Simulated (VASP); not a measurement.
Wanted: the native input for a VASP 6.6.1 run.

```yaml
Task: single point
Functional: HSE06
Potentials_or_basis: VASP PAW PBE potentials, release 64 (Cs_sv, I)
Cutoff: 520 eV
k_mesh: 4 × 4 × 4
Occupations: gaussian, width 0.01 eV
Spin: no spin polarisation
Dipole_correction: no
Exchange_at_q_=_0: truncated
Grid_for_exact_exchange_PRECFOCK: Normal
Screening_parameter: 0.2079 1/A
Further_INCAR_settings: ALGO = Normal; EDIFF = 1e-06; NBANDS = 15
```

The system is CsI.

```xyz
2
Lattice="4.6081 0.0000 0.0000 0.0000 4.6081 0.0000 0.0000 0.0000 4.6081" Properties=species:S:1:pos:R:3 pbc="T T T"
Cs    0.0000    0.0000    0.0000
I     2.3040    2.3040    2.3040
```

One way to write it, as run:

POSCAR

```
CsI
1.0
    4.6080834570      0.0000000000      0.0000000000
    0.0000000000      4.6080834570      0.0000000000
    0.0000000000      0.0000000000      4.6080834570
Cs I
1 1
Direct
    0.0000000000      0.0000000000      0.0000000000
    0.5000000000      0.5000000000      0.5000000000
```

INCAR.step1

```
SYSTEM = CsI
ALGO = Normal
EDIFF = 1E-5
ENCUT = 520
GGA = PE
ISIF = 2
ISMEAR = 0
LASPH = .True.
LCHARG = .False.
LREAL = .False.
LWAVE = .True.
NBANDS = 15
NELM = 100
PREC = Accurate
SIGMA = 0.01
```

INCAR.step2

```
SYSTEM = CsI
ALGO = Normal
EDIFF = 1E-6
ENCUT = 520
GGA = PE
HFSCREEN = 0.2079
ISIF = 2
ISMEAR = 0
ISTART = 1
LASPH = .True.
LCHARG = .False.
LHFCALC = .True.
LREAL = .False.
LWAVE = .False.
NBANDS = 15
NELM = 100
PREC = Accurate
PRECFOCK = Normal
SIGMA = 0.01
```

KPOINTS

```
k-points
0
Gamma
  4 4 4
  0 0 0
```

Potentials or basis: VASP PAW PBE potentials, release 64 (Cs_sv, I).

Launch:

```sh
$ cat potpaw_PBE.64/Cs_sv/POTCAR potpaw_PBE.64/I/POTCAR > POTCAR
$ cp INCAR.step1 INCAR
$ mpirun -np 1 vasp_std > vasp.out
$ cp INCAR.step2 INCAR
$ mpirun -np 1 vasp_std > vasp.out
```

It gave:

| Item | Value |
| --- | --- |
| Pressure | 0.2 GPa |
| Band gap on the k mesh | 4.78 eV, indirect (least direct gap 4.88 eV) |

Caveat: the PAW data sets were made with another functional, which shifts forces and pressure a little; spin-orbit coupling is left out, which moves the levels of the heavy elements.

Run time: 13 min on 1 thread of Intel(R) Xeon(R) Platinum 8488C (Sapphire Rapids), on a shared host, peak memory 0.33 GiB.
